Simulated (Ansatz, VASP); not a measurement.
# Hf: VASP beside Ansatz

```
Hf
1.0
     0.00000    3.26439    3.26439
     3.26439    0.00000    3.26439
     3.26439    3.26439    0.00000
Hf
2
Cartesian
  3.2644 3.2644 3.2644
  4.8966 4.8966 4.8966
```

Alike in both runs: functional r2SCAN; k mesh 6 × 6 × 6; occupations gaussian, width 0.1 eV; no spin polarisation.

Ansatz relaxed the structure, and its values are those at the end. VASP's run is a single point on that final structure, the one shown.

|  | VASP | Ansatz |
| --- | --- | --- |
| version | VASP 6.6.1 | Ansatz 0.2.0 |
| potentials or method | VASP PAW PBE potentials, release 64 (Hf_pv) | scalar-relativistic, plane waves, PAW |
| plane-wave cutoff (eV) | 520 | 500 |
| valence electrons in the cell | 20 | 52 |

|  | VASP | Ansatz | Ansatz less VASP |
| --- | --- | --- | --- |
| gap on the k mesh at the Fermi level (eV) | none | none | - |
| pressure (GPa) | -0.2 | 0.0 | +0.17 |

A gap of «none» marks a metal or a gap that the smearing closes. The two sets of potentials don't hold the same shells in valence.

Caveats: the PAW data sets were made with another functional, which shifts forces and pressure a little (VASP). Spin-orbit coupling is left out, which matters for the levels of Hf.
